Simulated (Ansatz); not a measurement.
# C (Fd-3m) in Ansatz: further runs

The runs below take C through band structure, Born charges and dielectric tensor, elastic constants, single point, equation of state, with PBE, PBEsol, revPBE, BLYP.

Program: Ansatz 0.2.0. These are calculated values, not measurements. Logs are shortened: lines on timing, memory, paths and dates and some standing lists are left out, and cuts for length are marked.

**Measured values to compare with.**

“Equation of state of cubic boron nitride at high pressures and temperatures”, 2007, arxiv:cond-mat/0702656 quotes, for a bulk crystal of C: bulk modulus 442 ± 5 GPa.

How close the calculation comes is told below.

## 1. The structure

It takes space group Fd-3m (No. 227, cubic). Conventional cell: a = 3.567 Å, b = 3.567 Å, c = 3.567 Å, α = 90.00°, β = 90.00°, γ = 90.00°. C (site symmetry -43m) has 4 C at 1.54 Å as nearest neighbours.

This isn't the form of C at room conditions, which is graphite.

## 2. Band structure, PBE

input.yaml reads:

```yaml
crystal:
  lattice:
    - [0.0, 1.78337, 1.78337]
    - [1.78337, 0.0, 1.78337]
    - [1.78337, 1.78337, 0.0]
  atoms:
    - { symbol: C, position: [0.75, 0.75, 0.75] }
    - { symbol: C, position: [0.5, 0.5, 0.5] }
hamiltonian:
  xc: pbe
  pseudopotentials: { kind: paw }
kpoints:
  mp_grid: { grid: [13, 13, 13] }
  band_path:
    path:
      - [[0.0, 0.0, 0.0], [0.5, 0.0, 0.5], [0.5, 0.25, 0.75], [0.375, 0.375, 0.75], [0.0, 0.0, 0.0], [0.5, 0.5, 0.5], [0.625, 0.25, 0.625], [0.5, 0.25, 0.75], [0.5, 0.5, 0.5], [0.375, 0.375, 0.75]]
      - [[0.625, 0.25, 0.625], [0.5, 0.0, 0.5]]
    npoints: 14
scf:
  occupations: { method: fermi_dirac, width: 0.05 }
  n_extra_bands: 6
output:
  forces: true
  stress: true
  eigenvalues: true
  fatbands: true
```

Potentials or basis: Ansatz PAW.

Command:

```console
$ ansatz run input.yaml --threads 2 --pin off --max-ram 5120MiB --backend cpu --events-out ev --progress --plain --runs-dir out
```

Log:

```text
Warning: RAYON_NUM_THREADS=2 ignored (pool sized by the plan → 2); use --threads N
scf.n_extra_bands = 6 over 4 filled bands (N_el = 8.0): the run solves 10 bands
Engine: ansatz 0.2.0, aarch64-unknown-linux-gnu
Pseudopotentials: kind: paw
Pseudopotential: C, paw, valence charge 4, recommended cutoff 420 eV (normal), C.paw.azcp
Functional definition: PBE
  parameter kappa = 0.804
  parameter beta = 0.06672455060314922
  exchange = pbe_x(kappa = kappa, mu = beta*pi^2/3)
  correlation = pbe_c(beta = beta)
Crystal: 2 atoms, lattice volume = 11.344 Å³
Basis set: ecut = 420 eV, 229 PW (Γ), exchange–correlation on 36×36×36 points (8 copies of the dense FFT grid, shifted against one another)
Bands: 10, of which v1, the nominal top of the filled ones, is band 4 counted from 1 (3 counted from 0)
Symmetry: 48 space group operations
Space group: Fd-3m (ITA 227), of the structure as read, at distance tolerance 2.2e-5 Å
k-points: 84 of 2197
Non-local potential: C, projectors of the file, l = 0: 2, l = 1: 2, l = 2: 1
PAW form: soft (Blöchl's): semilocal exchange-correlation on the pseudo side does not see the compensation charge
PAW one-centre angular grid: C, 110 points (default); XC on 64 Gauss nodes
Initial density: superposition of atomic densities (neutral atoms: chi_scale 0, normalization atom), corrected by the library's trained network
Initial wavefunctions: pseudopotential atomic-orbital guess
Functional: x = pbe(κ = 0.804, μ = 0.2195149727645171), c = pbe(β = 0.06672455060314922)
SCF iter   1: F=—  HF=-501.615376 eV  |F-HF|=—  |Δ(HF+E_count)|=         —  Δρ=1.73e-3  dr2=8.45e-5  ethr=1.77e-3  ⟨swp⟩=4.8  Hψ=4885  notcnv=0  defer=2
preconditioner: auto → none  [insulator: Δε(μ)=4.159 eV  Ē_g=23.214 eV  σ=0.050 eV  W_gap=1.00  n_scr=0 (ndim 8)  ℏωp=31.2 eV  f_vac=0.000  D(μ)=0.00/eV (n_scr^D=0)  ε∞_Penn≈2.8]
SCF iter   2: F=—  HF=-501.615448 eV  |F-HF|=—  |Δ(HF+E_count)|=   7.20e-5  Δρ=9.25e-4  dr2=2.85e-5  ethr=1.06e-6  ⟨swp⟩=2.1  Hψ=1811  notcnv=0  defer=46
SCF iter   3: F=—  HF=-501.615499 eV  |F-HF|=—  |Δ(HF+E_count)|=   5.12e-5  Δρ=1.98e-4  dr2=3.01e-6  ethr=3.56e-7  ⟨swp⟩=2.0  Hψ=1017  notcnv=0  defer=46
SCF iter   4: F=—  HF=-501.615499 eV  |F-HF|=—  |Δ(HF+E_count)|=   9.06e-7  Δρ=8.04e-5  dr2=4.86e-7  ethr=3.76e-8  ⟨swp⟩=1.5  Hψ=786  notcnv=0  defer=46
iter 5 did not close the SCF: its close was put off for the readings that it lacked (scf_convergence_deferred on its scf_iter line)
SCF iter   5: F=-501.615498 eV  HF=-501.615498 eV  |F-HF|=1.48e-10  |Δ(HF+E_count)|=   1.58e-7  Δρ=3.59e-6  dr2=6.18e-10  ethr=6.08e-9  ⟨swp⟩=2.5  Hψ=1028  notcnv=0  defer=46
SCF iter   6: F=-501.615498 eV  HF=-501.615498 eV  |F-HF|=1.32e-11  |Δ(HF+E_count)|=  1.39e-10  Δρ=3.02e-7  dr2=4.55e-12  ethr=7.72e-12  ⟨swp⟩=4.2  Hψ=3497  notcnv=0
SCF 1 converged in 6 iterations: F = -501.615498 eV  dr2 = 4.55e-12
NSCF: frozen V_eff on 142 k-points
SCF converged after 6 iterations
Free energy (F): -501.615498 eV
Harris-Foulkes:  -501.615498 eV  (|F-HF|=1.32e-11)
Internal energy: -501.615498 eV  (E = F + TS)
E sigma→0 (E₀):  -501.615498 eV
Fermi energy:    15.369107 eV
--- Per-component energies (eV) ---
  E_band       = 34.706536
  E_kinetic    = 184.535774
  E_local      = -122.399859  (includes V_loc(G=0)·N_el)
  E_nonlocal   = 53.316453
  E_hartree    = 26.768429
  E_xc         = -97.431437
  E_vxc        = -120.957159  (∫ρ·V_xc dr)
  E_paw        = -198.443512  (= ΣΔE_a)
  E_vpaw       = -13.325559  (= ΣTr[D̂ρ^β])
  E_aug_tail   = 0.000018  (compensation charges beyond the density's cutoff)
  E_ewald      = -347.961363
  E_smearing   = -0.000000  (= −TS)
  E_closure    = -0.000000  (closes the sum)
  Σ components = -501.615498   (vs F -501.615498, Δ=0.00e0)
--- Forces (eV/Å), atoms counted from 1 ---
  atom   1  C     -0.00000000    -0.00000000    -0.00000000
  atom   2  C      0.00000000    -0.00000000     0.00000000
  max |Σ_I F_I| component: 7.40e-17 eV/Å
--- Stress (GPa, compression-positive) ---
        1.776129       0.000000      -0.000000
        0.000000       1.776129      -0.000000
       -0.000000      -0.000000       1.776129
  P = ⅓ Tr σ = 1.7761 GPa (17.761 kbar)
--- Band table (eV; the first three rows and the last of 84) ---
  k-point 0: bands = ["-8.1626", "13.3165", "13.3165", "13.3165", "18.9104", "18.9104", "18.9104", "26.5945", "32.5704", "39.8360"]
  k-point 1: bands = ["-7.9988", "12.2497", "13.0366", "13.0366", "19.2753", "19.2753", "19.5390", "26.7366", "32.8472", "37.8673"]
  k-point 2: bands = ["-7.5090", "9.9811", "12.4063", "12.4063", "20.1018", "20.1018", "20.5594", "27.1504", "33.4634", "36.2870"]
  k-point 83: bands = ["0.5349", "1.9840", "4.6652", "5.6449", "23.5143", "23.5955", "25.3910", "26.6940", "33.6849", "35.4342"]
```

It took 0.66 s on 2 threads of Arm Neoverse V2, shared host; peak memory 0.24 GiB.

Results:

* Free energy: -501.6155 eV
* Pressure: 1.8 GPa
* Band gap on the k mesh: 4.15 eV, indirect (least direct gap 5.59 eV)
* Band gap along the path: 4.14 eV, indirect (least direct gap 5.59 eV)

Levels at the corners of the path, in eV from the valence-band top:
| point | band 2 | band 3 | band 4 | band 5 | band 6 | band 7 |
| --- | --- | --- | --- | --- | --- | --- |
| Γ | 0.00 | 0.00 | 0.00 | 5.59 | 5.59 | 5.59 |
| X | -12.77 | -6.31 | -6.31 | 4.77 | 4.77 | 16.80 |
| W | -11.98 | -8.33 | -8.33 | 10.62 | 10.62 | 12.30 |
| K | -11.74 | -9.32 | -5.37 | 5.68 | 10.74 | 14.36 |
| Γ | 0.00 | 0.00 | 0.00 | 5.59 | 5.59 | 5.59 |
| L | -13.38 | -2.81 | -2.81 | 8.47 | 8.47 | 8.83 |
| U | -11.74 | -9.32 | -5.37 | 5.68 | 10.74 | 14.36 |
| W | -11.98 | -8.33 | -8.33 | 10.62 | 10.62 | 12.30 |
| L | -13.38 | -2.81 | -2.81 | 8.47 | 8.47 | 8.83 |
| K | -11.74 | -9.32 | -5.37 | 5.68 | 10.74 | 14.36 |
| U | -11.74 | -9.32 | -5.37 | 5.68 | 10.74 | 14.36 |
| X | -12.77 | -6.31 | -6.31 | 4.77 | 4.77 | 16.80 |

Caveat: the pressure holds a Pulay correction of +1.0 GPa for the finite cutoff.

## 3. Born charges and dielectric tensor, PBE

input.yaml reads:

```yaml
crystal:
  lattice:
    - [0.0, 1.78337, 1.78337]
    - [1.78337, 0.0, 1.78337]
    - [1.78337, 1.78337, 0.0]
  atoms:
    - { symbol: C, position: [0.75, 0.75, 0.75] }
    - { symbol: C, position: [0.5, 0.5, 0.5] }
hamiltonian:
  xc: pbe
  pseudopotentials: { kind: paw }
kpoints:
  mp_grid: { grid: [13, 13, 13] }
scf:
  occupations: { method: fixed }
output:
  eigenvalues: true
dielectric:
  method: response
```

Potentials or basis: Ansatz PAW.

Command:

```console
$ ansatz run input.yaml --threads 2 --pin off --max-ram 5120MiB --backend cpu --events-out ev --progress --plain --runs-dir out
```

Log:

```text
Warning: RAYON_NUM_THREADS=2 ignored (pool sized by the plan → 2); use --threads N
Engine: ansatz 0.2.0, aarch64-unknown-linux-gnu
Pseudopotentials: kind: paw
Pseudopotential: C, paw, valence charge 4, recommended cutoff 420 eV (normal), C.paw.azcp
Functional definition: PBE
  parameter kappa = 0.804
  parameter beta = 0.06672455060314922
  exchange = pbe_x(kappa = kappa, mu = beta*pi^2/3)
  correlation = pbe_c(beta = beta)
Crystal: 2 atoms, lattice volume = 11.344 Å³
Basis set: ecut = 420 eV, 229 PW (Γ), exchange–correlation on 40×40×40 points (8 copies of the dense FFT grid, shifted against one another)
Bands: 8, of which v1, the nominal top of the filled ones, is band 4 counted from 1 (3 counted from 0)
Symmetry: 48 space group operations
k-points: 196 of 2197 (irreducible under 8 space group operations, time reversal used)
Non-local potential: C, projectors of the file, l = 0: 2, l = 1: 2, l = 2: 1
PAW form: soft (Blöchl's): semilocal exchange-correlation on the pseudo side does not see the compensation charge
PAW one-centre angular grid: C, 110 points (default); XC on 64 Gauss nodes
Initial density: superposition of atomic densities (neutral atoms: chi_scale 0, normalization atom), corrected by the library's trained network
Initial wavefunctions: pseudopotential atomic-orbital guess
Functional: x = pbe(κ = 0.804, μ = 0.2195149727645171), c = pbe(β = 0.06672455060314922)
SCF iter   1: F=—  HF=-501.615386 eV  |F-HF|=—  |Δ(HF+E_count)|=         —  Δρ=1.77e-3  dr2=9.59e-5  ethr=1.77e-3  ⟨swp⟩=3.9  Hψ=9249  notcnv=0  defer=322
preconditioner: auto → none  [insulator: Δε(μ)=4.159 eV  Ē_g=19.632 eV  n_scr=0 (ndim 8)  ℏωp=31.2 eV  f_vac=0.000  ε∞_Penn≈3.5]
SCF iter   2: F=—  HF=-501.615445 eV  |F-HF|=—  |Δ(HF+E_count)|=   5.96e-5  Δρ=8.76e-4  dr2=2.08e-5  ethr=1.20e-6  ⟨swp⟩=2.2  Hψ=3930  notcnv=0  defer=343
SCF iter   3: F=—  HF=-501.615499 eV  |F-HF|=—  |Δ(HF+E_count)|=   5.43e-5  Δρ=9.06e-5  dr2=5.95e-7  ethr=2.60e-7  ⟨swp⟩=2.1  Hψ=2536  notcnv=0  defer=270
SCF iter   4: F=—  HF=-501.615498 eV  |F-HF|=—  |Δ(HF+E_count)|=   1.05e-6  Δρ=2.31e-5  dr2=3.21e-8  ethr=7.43e-9  ⟨swp⟩=2.0  Hψ=2332  notcnv=0
SCF iter   5: F=—  HF=-501.615498 eV  |F-HF|=—  |Δ(HF+E_count)|=   4.32e-9  Δρ=5.34e-6  dr2=1.74e-9  ethr=4.01e-10  ⟨swp⟩=2.2  Hψ=2361  notcnv=0
SCF iter   6: F=-501.615498 eV  HF=-501.615498 eV  |F-HF|=3.98e-12  |Δ(HF+E_count)|=  2.02e-10  Δρ=6.40e-7  dr2=2.69e-11  ethr=1.25e-12  ⟨swp⟩=2.4  Hψ=7217  notcnv=0
SCF 1 converged in 6 iterations: F = -501.615498 eV  dr2 = 2.69e-11
NSCF: frozen V_eff on 5 k-points
DFPT response loops at Γ: preconditioner auto → none (the input reference at scf.mixing.eps_inf says where Resta's filter doesn't serve); β = 0.50; Broyden in place of MSR1
── the response to a field inside a basis, on 14×14×14 k-points: an SCF that follows is theirs, and a resumed run solves both again ──
Bands: 5, of which v1, the nominal top of the filled ones, is band 4 counted from 1 (3 counted from 0)
k-points: 280 of 2744 (irreducible under 12 space group operations)
Initial density: handed on by an earlier stage of this run
Initial wavefunctions: pseudopotential atomic-orbital guess (no wavefunctions were taken with the density)
Eigensolver: Dense (280 Hₖ)
SCF iter   1: F=—  HF=-501.619655 eV  |F-HF|=—  |Δ(HF+E_count)|=         —  Δρ=7.79e-4  dr2=1.01e-5  ethr=1.00e-1
preconditioner: auto → none  [insulator: Δε(μ)=4.309 eV  Ē_g=15.997 eV  n_scr=0 (ndim 8)  ℏωp=31.2 eV  f_vac=0.000  ε∞_Penn≈4.8]
SCF iter   2: F=—  HF=-501.619665 eV  |F-HF|=—  |Δ(HF+E_count)|=   9.22e-6  Δρ=3.88e-4  dr2=2.26e-6  ethr=1.26e-7
SCF iter   3: F=-501.619668 eV  HF=-501.619668 eV  |F-HF|=1.60e-8  |Δ(HF+E_count)|=   3.70e-6  Δρ=2.31e-5  dr2=9.30e-9  ethr=2.83e-8
SCF 1 converged in 3 iterations: F = -501.619668 eV  dr2 = 9.30e-9
DFPT response loops at Γ: mixed as the last ones told, above
SCF converged after 6 iterations
Free energy (F): -501.615498 eV
Harris-Foulkes:  -501.615498 eV  (|F-HF|=3.98e-12)
Internal energy: -501.615498 eV  (E = F + TS)
E sigma→0 (E₀):  -501.615498 eV
Fermi energy:    13.316450 eV
--- Per-component energies (eV) ---
  E_band       = 34.706490
  E_kinetic    = 184.535791
  E_local      = -122.399895  (includes V_loc(G=0)·N_el)
  E_nonlocal   = 53.316466
  E_hartree    = 26.768441
  E_xc         = -97.431440
  E_vxc        = -120.957161  (∫ρ·V_xc dr)
  E_paw        = -198.443516  (= ΣΔE_a)
  E_vpaw       = -13.325567  (= ΣTr[D̂ρ^β])
  E_aug_tail   = 0.000018  (compensation charges beyond the density's cutoff)
  E_ewald      = -347.961363
  E_smearing   = -0.000000  (= −TS)
  E_closure    = -0.000000  (closes the sum)
  Σ components = -501.615498   (vs F -501.615498, Δ=0.00e0)
--- Band table (eV; the first three rows and the last of 196) ---
  k-point 0: bands = ["-8.1626", "13.3165", "13.3165", "13.3165", "18.9104", "18.9104", "18.9104", "26.5945"]
  k-point 1: bands = ["-7.9988", "12.2497", "13.0366", "13.0366", "19.2753", "19.2753", "19.5390", "26.7366"]
  k-point 2: bands = ["-7.5090", "9.9811", "12.4063", "12.4063", "20.1018", "20.1018", "20.5594", "27.1504"]
  k-point 195: bands = ["0.5349", "1.9840", "4.6652", "5.6449", "23.5143", "23.5954", "25.3910", "26.6939"]
--- Dielectric response (ions clamped): 3 representative field directions + reference, inside a basis on a mesh of 2744 k-points (Σ response iterations 12) ---
  ε∞ (high-frequency dielectric tensor):
        5.843990     0.000000     0.000000
        0.000000     5.843990    -0.000000
        0.000000    -0.000000     5.843990
  Born effective charges Z* (e; rows j = field, columns β = displacement):
    site 0:
         0.00000   -0.00000   -0.00000
        -0.00000    0.00000   -0.00000
         0.00000    0.00000    0.00000
    site 1:
        -0.00000    0.00000    0.00000
         0.00000   -0.00000    0.00000
        -0.00000   -0.00000    0.00000
  Z* charge neutrality: 6.747e-4 e pre-enforcement
  solved inside a basis spanned on kpoints, on 14×14×14 k-points, its susceptibility summed on 20×20×20: ε∞ is read to err by 1.6e-2, Z* by 4.5e-3 e (field_mesh: kpoints solves on kpoints)
```

Wall time 13 s (2 threads of Arm Neoverse V2, shared host); peak memory 0.47 GiB.

Results:

- Free energy: -501.6155 eV
- Band gap on the k mesh: 4.15 eV, indirect (least direct gap 5.59 eV)
- Electronic dielectric tensor (diagonal): 5.84
- Born charges (mean of the diagonal): C +0.00 e

Levels at points of the mesh, in eV from the valence-band top:
| k point | band 2 | band 3 | band 4 | band 5 | band 6 | band 7 |
| --- | --- | --- | --- | --- | --- | --- |
| (0.00, 0.00, 0.00) | 0.00 | 0.00 | 0.00 | 5.59 | 5.59 | 5.59 |

Electronic dielectric tensor:
```
5.84 0.00 0.00
0.00 5.84 0.00
0.00 0.00 5.84
```

Born effective charge tensors (e):
atom 1, C
```
0.00 0.00 0.00
0.00 0.00 0.00
0.00 0.00 0.00
```
atom 2, C
```
0.00 0.00 0.00
0.00 0.00 0.00
0.00 0.00 0.00
```

Caveat: odd divisions of the mesh miss points on the zone boundary, where band edges often lie, so the gap on the mesh can be too wide. A k mesh can miss the band edges.

## 4. Elastic constants, PBEsol

Changes to input.yaml since step 3:

```diff
@@ -9,6 +9,6 @@
 hamiltonian:
-  xc: pbe
+  xc: pbesol
   pseudopotentials: { kind: paw }
 kpoints:
-  mp_grid: { grid: [13, 13, 13] }
+  mp_grid: { grid: [11, 11, 11] }
 scf:
@@ -16,4 +16,6 @@
 output:
-  eigenvalues: true
-dielectric:
-  method: response
+  forces: true
+  stress: true
+elastic:
+  mode: clamped_ion
+  stencil: two_point
```

Command:

```console
$ ansatz run input.yaml --threads 2 --pin off --max-ram 5120MiB --backend cpu --events-out ev --progress --plain --runs-dir out
```

It took 2.1 s on 2 threads of Arm Neoverse V2, shared host; peak memory 0.28 GiB.

The run converged. Its results:

```yaml
Free_energy: -493.3340 eV
Pressure: -4.8 GPa
Band_gap_on_the_k_mesh: 4.01 eV, indirect (least direct gap 5.54 eV)
Clamped-ion_elastic_constants_C11_C12_C44: 1045, 125, 563 GPa
Voigt_bulk_modulus: 432 GPa
```

Levels at points of the mesh, in eV from the valence-band top:
```tsv
k point	band 2	band 3	band 4	band 5	band 6	band 7
(0.00, 0.00, 0.00)	0.00	0.00	0.00	5.54	5.54	5.54
```

Elastic tensor in Voigt notation (GPa, ions clamped, in the Cartesian axes of the cell as first typed):
```
1045  125  125    0    0    0
 125 1045  125    0    0    0
 125  125 1045    0    0    0
   0    0    0  563    0    0
   0    0    0    0  563    0
   0    0    0    0    0  563
```

Caveat: the cell is more than 3 GPa from zero pressure, which shifts response properties; odd divisions of the mesh miss points on the zone boundary, where band edges often lie, so the gap on the mesh can be too wide; the pressure holds a Pulay correction of +1.0 GPa for the finite cutoff; the PAW data sets come from PBE, with cores solved anew for the run's functional, which leaves a small shift of forces and pressure.

## 5. Band structure, revPBE

input.yaml reads:

```yaml
crystal:
  lattice:
    - [0.0, 1.78337, 1.78337]
    - [1.78337, 0.0, 1.78337]
    - [1.78337, 1.78337, 0.0]
  atoms:
    - { symbol: C, position: [0.75, 0.75, 0.75] }
    - { symbol: C, position: [0.5, 0.5, 0.5] }
hamiltonian:
  xc: revpbe
  pseudopotentials: { kind: paw }
kpoints:
  mp_grid: { grid: [13, 13, 13] }
  band_path:
    path:
      - [[0.0, 0.0, 0.0], [0.5, 0.0, 0.5], [0.5, 0.25, 0.75], [0.375, 0.375, 0.75], [0.0, 0.0, 0.0], [0.5, 0.5, 0.5], [0.625, 0.25, 0.625], [0.5, 0.25, 0.75], [0.5, 0.5, 0.5], [0.375, 0.375, 0.75]]
      - [[0.625, 0.25, 0.625], [0.5, 0.0, 0.5]]
    npoints: 14
scf:
  occupations: { method: fermi_dirac, width: 0.05 }
  n_extra_bands: 6
output:
  forces: true
  stress: true
  eigenvalues: true
  fatbands: false
```

Command:

```console
$ ansatz run input.yaml --threads 2 --pin off --max-ram 5120MiB --backend cpu --events-out ev --progress --plain --runs-dir out
```

It took 0.61 s on 2 threads of Arm Neoverse V2, shared host; peak memory 0.24 GiB.

Results (log left out):

```yaml
Free_energy: -503.4138 eV
Pressure: 6.4 GPa
Band_gap_on_the_k_mesh: 4.14 eV, indirect (least direct gap 5.60 eV)
Band_gap_along_the_path: 4.13 eV, indirect (least direct gap 5.60 eV)
```

Levels at the corners of the path, in eV from the valence-band top:
| point | band 1 | band 2 | band 3 | band 4 | band 5 | band 6 | band 7 | band 8 |
| --- | --- | --- | --- | --- | --- | --- | --- | --- |
| Γ | -21.54 | 0.00 | 0.00 | 0.00 | 5.60 | 5.60 | 5.60 | 13.23 |
| X | -12.82 | -12.82 | -6.32 | -6.32 | 4.76 | 4.76 | 16.87 | 16.87 |
| W | -12.04 | -12.04 | -8.33 | -8.33 | 10.66 | 10.66 | 12.31 | 12.31 |
| K | -13.05 | -11.79 | -9.33 | -5.38 | 5.68 | 10.76 | 14.41 | 15.66 |
| Γ | -21.54 | 0.00 | 0.00 | 0.00 | 5.60 | 5.60 | 5.60 | 13.23 |
| L | -15.77 | -13.40 | -2.81 | -2.81 | 8.48 | 8.48 | 8.79 | 15.76 |
| U | -13.05 | -11.79 | -9.33 | -5.38 | 5.68 | 10.76 | 14.41 | 15.66 |
| W | -12.04 | -12.04 | -8.33 | -8.33 | 10.66 | 10.66 | 12.31 | 12.31 |
| L | -15.77 | -13.40 | -2.81 | -2.81 | 8.48 | 8.48 | 8.79 | 15.76 |
| K | -13.05 | -11.79 | -9.33 | -5.38 | 5.68 | 10.76 | 14.41 | 15.66 |
| U | -13.05 | -11.79 | -9.33 | -5.38 | 5.68 | 10.76 | 14.41 | 15.66 |
| X | -12.82 | -12.82 | -6.32 | -6.32 | 4.76 | 4.76 | 16.87 | 16.87 |

Caveat: the pressure holds a Pulay correction of +0.9 GPa for the finite cutoff; the PAW data sets come from PBE, with cores solved anew for the run's functional, which leaves a small shift of forces and pressure.

## 6. Single point, BLYP, 5.33 Å³/atom (volume scaled by 0.94)

input.yaml reads:

```yaml
crystal:
  lattice:
    - [0.0, 1.7469644787, 1.7469644787]
    - [1.7469644787, 0.0, 1.7469644787]
    - [1.7469644787, 1.7469644787, 0.0]
  atoms:
    - { symbol: C, position: [0.75, 0.75, 0.75] }
    - { symbol: C, position: [0.5, 0.5, 0.5] }
hamiltonian:
  xc: blyp
  pseudopotentials: { kind: paw }
kpoints:
  mp_grid: { grid: [13, 13, 13] }
scf:
  occupations: { method: fermi_dirac, width: 0.05 }
output:
  forces: true
  stress: true
  eigenvalues: true
```

Potentials or basis: Ansatz PAW.

Command:

```console
$ ansatz run input.yaml --threads 2 --pin off --max-ram 5120MiB --backend cpu --events-out ev --progress --plain --runs-dir out
```

Run time: 0.36 s. Hardware: 2 threads of Arm Neoverse V2, shared host; peak memory 0.24 GiB.

It converged, with:

| Property | Result |
| --- | --- |
| Free energy | -502.8725 eV |
| Pressure | 41.9 GPa |
| Band gap on the k mesh | 4.62 eV, indirect (least direct gap 5.91 eV) |

Caveat: odd divisions of the mesh miss points on the zone boundary, where band edges often lie, so the gap on the mesh can be too wide; the pressure holds a Pulay correction of +1.2 GPa for the finite cutoff; the PAW data sets come from PBE, with cores solved anew for the run's functional, which leaves a small shift of forces and pressure.

[end of part 1 of 2]
